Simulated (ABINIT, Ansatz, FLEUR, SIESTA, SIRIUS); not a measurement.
## Zr: programs and potentials compared

```
CELL_PARAMETERS angstrom
3.23200 0.00000 0.00000
-1.61600 2.79899 0.00000
0.00000 0.00000 5.14700
ATOMIC_POSITIONS crystal
Zr 0.66214 0.33864 0.74918
Zr 0.34713 0.68258 0.24458
```

Atoms were shifted at random by some hundredths of an Å from the given cell, which wasn't relaxed again for these runs.

Alike in all runs: task single point; functional PBEsol; k mesh 9 × 9 × 5; occupations fermi-dirac, width 0.05 eV; no spin polarisation; no spin-orbit coupling. Pressure is positive in compression and, in plane waves, holds the error of the finite cutoff, which Ansatz's Pulay term estimates and takes out.

| program and potentials | plane-wave cutoff (eV) | notes | pressure (GPa) | largest force (eV/Å) | energy over the undisturbed cell (meV/atom) |
| --- | --- | --- | --- | --- | --- |
| Ansatz, Ansatz PAW | 420 | potentials made for PBE, which Ansatz adapts in part | -3.27 | 0.097 | 0.98 |
| FLEUR, all-electron, FLAPW | - | - | - | 0.097 | 0.98 |
| SIESTA, files PseudoDojo sr-pbesol-0.4.1-standard, DZP (energy shift 0.003 Ry; two zetas on semicore shells) | - | atomic basis | -2.50 | 0.121 | 1.19 |
| Ansatz, all-electron LAPW, scalar-relativistic | - | - | -3.25 | 0.097 | - |
| SIRIUS, PseudoDojo 0.4.1 PBEsol standard (scalar relativistic) | 915 | - | -3.19 | 0.097 | - |
| ABINIT, PseudoDojo NC SR PBEsol v0.4.1 standard | 898 | - | -3.20 | 0.097 | 0.98 |

Force on atom 1 (Zr), eV/Å:

| program and potentials | x | y | z |
| --- | --- | --- | --- |
| Ansatz, Ansatz PAW | 0.034 | 0.024 | -0.087 |
| FLEUR, all-electron, FLAPW | 0.034 | 0.024 | -0.087 |
| SIESTA, files PseudoDojo sr-pbesol-0.4.1-standard, DZP (energy shift 0.003 Ry; two zetas on semicore shells) | 0.039 | 0.027 | -0.111 |
| Ansatz, all-electron LAPW, scalar-relativistic | 0.034 | 0.024 | -0.087 |
| SIRIUS, PseudoDojo 0.4.1 PBEsol standard (scalar relativistic) | 0.034 | 0.024 | -0.087 |
| ABINIT, PseudoDojo NC SR PBEsol v0.4.1 standard | 0.034 | 0.024 | -0.087 |

The pressure spans -3.27 (Ansatz, Ansatz PAW) to -2.50 GPa (SIESTA, files PseudoDojo sr-pbesol-0.4.1-standard, DZP (energy shift 0.003 Ry; two zetas on semicore shells)), with all-electron results at -3.25. Rows in atomic bases carry the error of their basis and grid, which can be large.

The functional is the same throughout but for its coding, so the spread measures potentials, basis and numerics; runs on potential files found faulty are left out.
